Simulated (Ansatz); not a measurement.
**RuS2 — ³³S NMR of the central transition**

Cell: a Materials Project structure (computed, not necessarily an observed phase).

```cif
data_RuS2
_symmetry_space_group_name_H-M 'Pa-3'
_symmetry_Int_Tables_number 205
_cell_length_a 5.6306
_cell_length_b 5.6306
_cell_length_c 5.6306
_cell_angle_alpha 90.000
_cell_angle_beta 90.000
_cell_angle_gamma 90.000
loop_
_atom_site_label
_atom_site_type_symbol
_atom_site_symmetry_multiplicity
_atom_site_Wyckoff_symbol
_atom_site_fract_x
_atom_site_fract_y
_atom_site_fract_z
Ru Ru 4 a 0.0000 0.5000 0.5000
S S 8 c 0.3882 0.1118 0.8882
```

One atom of each set is listed.

All values are calculated (Ansatz; DFT, PBE, plane waves and PAW, scalar-relativistic, collinear spin, 420 eV cutoff, Γ-centred 5×5×5 k-points, Fermi–Dirac smearing 0.02 eV), not measured. Start moments as typed (μB): 2 on each Ru, none on the rest.

³³S has I = 3/2 and Q = -69.40 mb (Pyykkö 2018); at 16.4 T its Larmor frequency is ν₀ = 53.7 MHz. Only the quadrupole interaction is simulated: positions count from each site's isotropic chemical shift, and shift anisotropy, dipolar and J coupling are left out.

Simulated pattern of one S site (static powder, Gaussian broadening 80 kHz):

(offset (kHz), height): (-1012.4, 6), (-942.1, 79), (-871.8, 100), (-801.5, 65), (-731.1, 51), (-660.8, 45), (-590.5, 41), (-520.2, 38), (-449.8, 36), (-379.5, 35), (-309.2, 34), (-238.9, 33), (-168.5, 33), (-98.2, 32), (-27.9, 31), (42.4, 27), (112.8, 27), (183.1, 29), (253.4, 32), (323.7, 36), (394.1, 46), (464.4, 71), (534.7, 56), (605.0, 4)

**Question.** Which |C_Q| and η does the pattern imply?

**Answer.** The pattern spans 1455 kHz before broadening and its centre of gravity is at -279 kHz, which fixes P_Q; the places of the horns and steps fix η. That gives P_Q = 24.5 MHz, |C_Q| = 24.5 MHz and η = 0.00. The sign of C_Q can't be read from the pattern.

An axis of threefold or higher order runs through S, so V_zz lies along it and η is zero. The structure holds S–S bonds (2.18 Å).

With ν_Q/ν₀ up to 0.23, terms beyond second order are no longer negligible.

Without spin–orbit coupling (the program notes it for Ru) the gradients can shift somewhat, as the gap is small. The start moments die out, and the run ends without spin.
